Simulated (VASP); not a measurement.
## As: relaxation of cell and atoms with PBE+D3(BJ)

Crystal: As.

```
As
1.0
     1.89590    1.09460    3.36173
    -1.89590    1.09460    3.36173
     0.00000   -2.18920    3.36173
As
2
Direct
  0.76953 0.76953 0.76953
  0.23047 0.23047 0.23047
```

```json
{
 "Program": "VASP 6.6.1",
 "Task": "relaxation of cell and atoms",
 "Functional": "PBE",
 "Dispersion": "D3(BJ)",
 "Potentials or basis": "VASP PAW PBE potentials, release 64 (As)",
 "Cutoff": "600 eV",
 "k mesh": "9 × 9 × 9",
 "Occupations": "gaussian, width 0.03 eV",
 "Spin": "no spin polarisation",
 "Further INCAR settings": "ALGO = Normal; EDIFF = 1e-07; IBRION = 2; EDIFFG = -0.005; NSW = 90; ISIF = 3"
}
```

* Pressure after relaxing: 0.0 GPa
* Band gap on the k mesh: 0.11 eV, indirect (least direct gap 0.60 eV)
* Dispersion energy per atom: -0.432 eV

Final structure:
```
As
1.0
     1.89590    1.09460    3.36173
    -1.89590    1.09460    3.36173
     0.00000   -2.18920    3.36173
As
2
Direct
  0.76953 0.76953 0.76953
  0.23047 0.23047 0.23047
```

Levels at points of the mesh, in eV from the valence-band top:
```tsv
k point	band 3	band 4	band 5	band 6	band 7	band 8
(0.00, 0.00, 0.00)	-2.28	-2.01	-2.01	2.21	3.21	3.21
```

It took 13 s on 1 thread of Intel(R) Xeon(R) 6975P-C (Granite Rapids) (shared host), peak memory 0.2 GiB.

Caveat: the relaxation stopped at its first step, so nothing moved; an odd mesh through Γ misses points on the zone boundary, where band edges often lie. PBE gaps usually lie below the measured ones, often by a third to a half.
